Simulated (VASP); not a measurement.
# BeS, band structure: which settings are enough?

BeS, F-43m (no. 216), 2 atoms in the cell. TB-mBJ; PAW potentials S, Be (PBE set). VASP 6.6.1.

Wanted: band energies at the path's corners within 0.02 eV; smallest gap over path and mesh within 0.01 eV.

What the run is for: bands; Accuracy asked: standard; Route: KPOINTS_OPT.

Band energies at the path's corners: counted from the valence top.

POSCAR:
```
BeS
1.0
    0.0000000000      2.4250000000      2.4250000000
    2.4250000000      0.0000000000      2.4250000000
    2.4250000000      2.4250000000      0.0000000000
S Be
1 1
Direct
    0.7500000000      0.7500000000      0.7500000000
    0.0000000000      0.0000000000      0.0000000000
```

The series start from Plane-wave cutoff (eV): 300; k-point mesh: 6 × 6 × 6; k points a path segment: 12; Electronic threshold (eV): 1e-6; Precision mode (PREC): Accurate; Bands in all (NBANDS): 16; Aspherical gradient terms in the spheres (LASPH): yes. Each series keeps the choices made before it, and each single choice may use up half of a tolerance. Times cover all steps of a run.

## Plane-wave cutoff (eV)

| Plane-wave cutoff (eV) | Band energies at the path's corners, largest deviation (eV) | Smallest gap over path and mesh (eV) | Time (s) |
|---|---|---|---|
| 210 | 0.038 | 4.359 | 12 |
| 260 | 0.029 | 4.335 | 21 |
| 300 | 0.028 | 4.330 | 22 |
| 340 | 0.024 | 4.331 | 29 |
| 420 | 0.011 | 4.340 | 32 |
| 520 (reference) | 0.000 | 4.351 | 54 |

## k-point mesh

| k-point mesh | Band energies at the path's corners, largest deviation (eV) | Smallest gap over path and mesh (eV) | Time (s) |
|---|---|---|---|
| 3 × 3 × 3 | 0.061 | 4.411 | 38 |
| 4 × 4 × 4 | 0.014 | 4.365 | 40 |
| 5 × 5 × 5 | 0.004 | 4.354 | 48 |
| 6 × 6 × 6 | 0.001 | 4.351 | 54 |
| 8 × 8 × 8 | 0.000 | 4.351 | 70 |
| 10 × 10 × 10 (reference) | 0.000 | 4.351 | 84 |

## Electronic threshold (eV)

| Electronic threshold (eV) | Band energies at the path's corners, largest deviation (eV) | Smallest gap over path and mesh (eV) | Time (s) |
|---|---|---|---|
| 0.001 | 0.000 | 4.354 | 26 |
| 0.0001 | 0.000 | 4.354 | 31 |
| 1e-5 | 0.000 | 4.354 | 35 |
| 1e-6 | 0.000 | 4.354 | 33 |
| 1e-7 (reference) | 0.000 | 4.354 | 37 |

## Precision mode (PREC)

| Precision mode (PREC) | Band energies at the path's corners, largest deviation (eV) | Smallest gap over path and mesh (eV) | Time (s) |
|---|---|---|---|
| SingleN | 0.003 | 4.357 | 12 |
| Normal | 0.000 | 4.354 | 12 |
| Accurate (reference) | 0.000 | 4.354 | 26 |

## Bands in all (NBANDS)

| Bands in all (NBANDS) | Band energies at the path's corners, largest deviation (eV) | Smallest gap over path and mesh (eV) | Time (s) |
|---|---|---|---|
| 7 | 0.003 | 4.357 | 8.2 |
| 8 | 0.002 | 4.357 | 6.8 |
| 10 | 0.027 | 4.369 | 6.8 |
| 16 | 0.001 | 4.357 | 12 |
| 26 (reference) | 0.000 | 4.356 | 14 |

## Aspherical gradient terms in the spheres (LASPH)

| Aspherical gradient terms in the spheres (LASPH) | Band energies at the path's corners, largest deviation (eV) | Smallest gap over path and mesh (eV) | Time (s) |
|---|---|---|---|
| yes | 0.000 | 4.357 | 12 |
| no | 0.000 | 4.357 | 8.7 |

## Question

The rows run from the loosest to the tightest (no order: aspherical gradient terms in the spheres). For each series: choose the loosest value from which every tighter one stays within half of the tolerance; where there is no order, keep the first row unless others stay within half of the tolerance and take at least 30 % less time, and then take the fastest.

## Answer

- Plane-wave cutoff (eV): 520, the tightest run, since the next looser one is off by more than half of the tolerance (convergence isn't shown beyond it)
- k-point mesh: 5 × 5 × 5
- Electronic threshold (eV): 0.001
- Precision mode (PREC): SingleN
- Bands in all (NBANDS): 16
- Aspherical gradient terms in the spheres (LASPH): yes

Also changed on the way, by series that aren't shown: k points a path segment: 5.

## All choices together

| Input | Band energies at the path's corners, largest deviation (eV) | Smallest gap over path and mesh (eV) | Time (s) |
|---|---|---|---|
| the program's defaults (naive) | 0.027 | 4.338 | 7.1 |
| chosen settings | 0.006 | 4.357 | 12 |
| reference settings throughout | 0.000 | 4.351 | 199 |

The chosen settings stay within the tolerance of the reference run, but the reference itself isn't shown to be converged in: Plane-wave cutoff (eV).

## The input

INCAR.step1:
```
SYSTEM = BeS
  ISMEAR = 0
  SIGMA = 0.03
  LWAVE = .True.
  LCHARG = .False.
  NBANDS = 16
  PREC = SingleN
  LASPH = .True.
  LREAL = .False.
  ALGO = Normal
  EDIFF = 0.001
  NELM = 120
  GGA_COMPAT = .False.
  ENCUT = 520
  EFERMI = MIDGAP
  GGA = PE
```

INCAR.step2, as INCAR.step1 but for:
```
- LWAVE = .True.
- GGA = PE
+ METAGGA = MBJ
+ LWAVE = .False.
+ LMIXTAU = .True.
+ ISTART = 1
```

KPOINTS:
```
Automatic mesh
0
Gamma
  5 5 5
  0 0 0
```

KPOINTS_OPT:
```
path GXWKGLUWLK,UX
5
line-mode
reciprocal
 0.0000000000  0.0000000000  0.0000000000  G
 0.5000000000  0.0000000000  0.5000000000  X

 0.5000000000  0.0000000000  0.5000000000  X
 0.5000000000  0.2500000000  0.7500000000  W

 0.5000000000  0.2500000000  0.7500000000  W
 0.3750000000  0.3750000000  0.7500000000  K

 0.3750000000  0.3750000000  0.7500000000  K
 0.0000000000  0.0000000000  0.0000000000  G

 0.0000000000  0.0000000000  0.0000000000  G
 0.5000000000  0.5000000000  0.5000000000  L

 0.5000000000  0.5000000000  0.5000000000  L
 0.6250000000  0.2500000000  0.6250000000  U

 0.6250000000  0.2500000000  0.6250000000  U
 0.5000000000  0.2500000000  0.7500000000  W

 0.5000000000  0.2500000000  0.7500000000  W
 0.5000000000  0.5000000000  0.5000000000  L

 0.5000000000  0.5000000000  0.5000000000  L
 0.3750000000  0.3750000000  0.7500000000  K

 0.6250000000  0.2500000000  0.6250000000  U
 0.5000000000  0.0000000000  0.5000000000  X
```

Commands (each step's output is kept before the next begins):
```
cat potpaw_PBE.64/S/POTCAR potpaw_PBE.64/Be/POTCAR > POTCAR
cp INCAR.step1 INCAR
mpirun -np 1 vasp_std > vasp.out
cp INCAR.step2 INCAR
mpirun -np 1 vasp_std > vasp.out
```

The chosen input took VASP 6.6.1 12 s on 1 core (Intel Xeon 6975P-C (Granite Rapids)), a shared host.

## An input that fails: too few bands

VASP's message: The number of bands is not sufficient to hold all electrons. I am sorry, but this calculation does not make sense. If you want to calculate only selected states, you need to set either EFERMI or EREF. EREF specifies around which energy states are supposed to be calculated. I found NBANDS = 3, NELECT = ….

Changes against the starting input:
```
- NBANDS = 16
- NELM = 120
+ NBANDS = 3
+ NELM = 98
```
